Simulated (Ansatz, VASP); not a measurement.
Ge: VASP beside Ansatz

```xyz
4
Lattice="0.0000 2.8857 5.1157 2.6305 0.0000 5.1157 2.6305 2.8857 0.0000" Properties=species:S:1:pos:R:3 pbc="T T T"
Ge    2.6305    4.1929    5.1157
Ge    2.6305    1.5786    5.1157
Ge    2.6305    2.8857    2.2318
Ge    2.6305    2.8857    7.9995
```

Alike in both runs: functional PBEsol; k mesh 7 × 7 × 7; occupations fermi-dirac, width 0.05 eV; no spin polarisation.

|  | VASP | Ansatz |
| --- | --- | --- |
| version | VASP 6.6.1 | Ansatz 0.2.0 |
| potentials or method | VASP PAW PBE potentials, release 64 (Ge_d), cutoff 520 eV | all-electron LAPW, scalar-relativistic |
| task | single point | band structure |

|  | VASP | Ansatz | Ansatz less VASP |
| --- | --- | --- | --- |
| gap on the k mesh at the Fermi level (eV) | none | none | - |
| pressure (GPa) | -3.7 | -3.5 | +0.22 |
| largest component of the traceless stress (GPa) | 0.52 | 0.51 | -0.013 |
| rms of the force components (eV/Å) | 0.024 | 0.024 | 0.0000 |

Atom by atom the forces differ by 0.001 eV/Å (rms over components). A gap of «none» marks a metal or a gap that the smearing closes. Ansatz ran all-electron here, so the differences hold the error of VASP's frozen core and of both bases.

Caveats: the PAW data sets were made with another functional, which shifts forces and pressure a little (VASP).
